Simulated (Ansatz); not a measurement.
Sb:

```
Sb
1.0
     2.15420    1.24373    3.75800
    -2.15420    1.24373    3.75800
     0.00000   -2.48746    3.75800
Sb
2
Direct
  0.76651 0.76651 0.76651
  0.23349 0.23349 0.23349
```

```yaml
Program: Ansatz 0.2.0
Task: single point
Functional: PBEsol
Potentials_or_basis: all-electron LAPW, scalar-relativistic
Cutoff: 230 eV (chosen from the basis error)
Basis_error_allowed: 0.001 eV/atom
k_mesh: 8 × 8 × 8
Occupations: fermi-dirac, width 0.05 eV
Spin: no spin polarisation
```

On this cell: pressure 0.0 GPa; largest force 0.104 eV/Å; band gap on the k mesh none (metal or under the smearing width).

The same run follows on a disturbed copy (atoms moved at random, drawn with an rms of 0.05 Å):

```
Sb
1.0
     2.15420    1.24373    3.75800
    -2.15420    1.24373    3.75800
     0.00000   -2.48746    3.75800
Sb
2
Cartesian
  0.0271 -0.0085 8.5965
  0.0487 0.0409 2.6298
```

Problem. What does the disturbed cell give?

Solution. The energy (extrapolated to zero smearing) moves by +1.3 meV/atom; pressure -0.5 GPa; largest force 0.117 eV/Å; band gap on the k mesh none (metal or under the smearing width).

Forces on the atoms (eV/Å):
```
Sb   0.049  0.084  0.064
Sb  -0.049 -0.084 -0.064
```

Stress tensor (GPa, compression positive):
```
-0.16  0.12 -0.23
 0.12 -0.32 -0.45
-0.23 -0.45 -1.00
```
